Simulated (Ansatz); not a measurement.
Reaction (formal exchange of groups at a C–C bond): `FC(F)(F)C1(F)OC1(F)F` + difluoromethane → `FC(F)C1(F)OC1(F)F` + trifluoromethane

Program: Ansatz. Geometries: PBE0-D4/def2-TZVP. ΔE: electronic, gas phase. CCSD(T)/CBS adds triple-zeta CCSD(T) − MP2 to the extrapolated MP2 energy (def2 sets, frozen cores). This one scheme is used for every species. DFT in def2-TZVPP. B3LYP here is the variant with VWN-RPA as its local correlation; programs differ in this. HSE06 is defined as in plane-wave codes. Each species was taken in one conformer, which may not be the lowest.

`FC(F)(F)C1(F)OC1(F)F`:

```xyz
10

F    -0.023   -1.933   -0.963
C    -0.218   -0.625   -1.104
F     0.828   -0.099   -1.722
F    -1.298   -0.436   -1.854
C    -0.423    0.011    0.267
F    -1.496   -0.502    0.863
O    -0.302    1.415    0.338
C     0.593    0.672    1.066
F     1.863    0.769    0.729
F     0.476    0.729    2.379
```

`FCF`:

Cartesian coordinates in Å:
```
F -1.115 0.216 -0.652
C 0.066 0.021 -0.026
F -0.165 -0.615 1.144
H 0.697 -0.615 -0.653
H 0.517 0.994 0.186
```

`FC(F)C1(F)OC1(F)F`:

Cartesian coordinates in Å:
```
F -0.375 1.301 1.672
C -0.558 0.078 1.137
F -1.829 -0.301 1.365
C -0.321 0.152 -0.354
F -1.160 0.976 -0.974
O -0.109 -1.097 -1.003
C 0.930 -0.208 -0.992
F 1.291 0.307 -2.150
F 2.009 -0.574 -0.312
H 0.122 -0.634 1.611
```

`FC(F)F`:

Z-matrix (Å, degrees):
```
C
F 1 1.331
F 1 1.331 2 108.5
F 1 1.331 2 108.5 3 -117.7
H 1 1.093 2 110.4 3 121.1
```

**Question.** Is it downhill or uphill in electronic energy at CCSD(T)/CBS, and by how much? (Estimate.)

**Answer.** The calculation gave: Downhill: ΔE = -0.19 eV.

**Question.** What do these levels give: PBE-D4, revPBE-D4, B97M-V, r2SCAN0-D4, HSE06-D4, B2PLYP, PBE, r2SCAN, B3LYP, BHLYP, CCSD(T)/def2-SVP, MP2/def2-QZVPP? (An estimate is asked.)

**Answer.** Ansatz gave: PBE-D4 -0.18, revPBE-D4 -0.17, B97M-V -0.15, r2SCAN0-D4 -0.17, HSE06-D4 -0.19, B2PLYP -0.20, PBE -0.19, r2SCAN -0.17, B3LYP -0.20, BHLYP -0.21, CCSD(T)/def2-SVP -0.15, MP2/def2-QZVPP -0.20 eV.

Largest T1 diagnostic among the species: 0.013.

Leaving LDA and LC-ωPBE aside and taking each functional with its dispersion term where it has one, the values spread over 0.05 eV, from B2PLYP to B97M-V. At CCSD(T), def2-SVP lies +0.04 eV from the extrapolated value and def2-TZVPP +0.00 eV.
